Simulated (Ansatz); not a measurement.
**Chalcopyrite CuInS2**

Calculation: PBEsol-D3(BJ) in Ansatz (PAW).

Numerical settings: plane-wave cutoff 520 eV, 10×10×10 k mesh, Fermi–Dirac smearing 0.01 eV, no spin polarisation, scalar-relativistic PAW data made under PBE.

Cell: relaxed at this level.

For chalcopyrite CuInS2, the volume per atom is 20.14 Å³/atom, the bulk modulus is 82.9 GPa and the lattice constant a is 5.428 Å. The lattice parameter c is 10.938 Å and the band gap comes out as 0.08 eV. The pressure derivative B′ of the bulk modulus comes out as 4.9.

Measured, for comparison: band gap 1.55 eV (temperature not stated, no zero-point or thermal correction, direct or pseudo-direct at Γ; as tabulated in Ghosh et al. (2024), arXiv:2401.16805); lattice constant a 5.523 Å, lattice parameter c 11.133 Å (298 K, no zero-point or thermal correction; as tabulated in Abstract on Scilit: Piezoelectric nonlinear optic CuGaS2 and CuInS2 crystal …). Computed (rounded) less measured: lattice constant a -1.7 %, lattice parameter c -1.8 %. A static lattice is as a rule a little smaller and stiffer than an uncorrected measurement, which narrows the difference in the lattice constant a, lattice parameter c and would widen misses of the other sign.

Note: the bulk modulus comes from volumes at which shape and atoms were relaxed.

Spin–orbit coupling is not included; it can close the smallest gap of 0.08 eV.

Ansatz is a program for electronic structure.
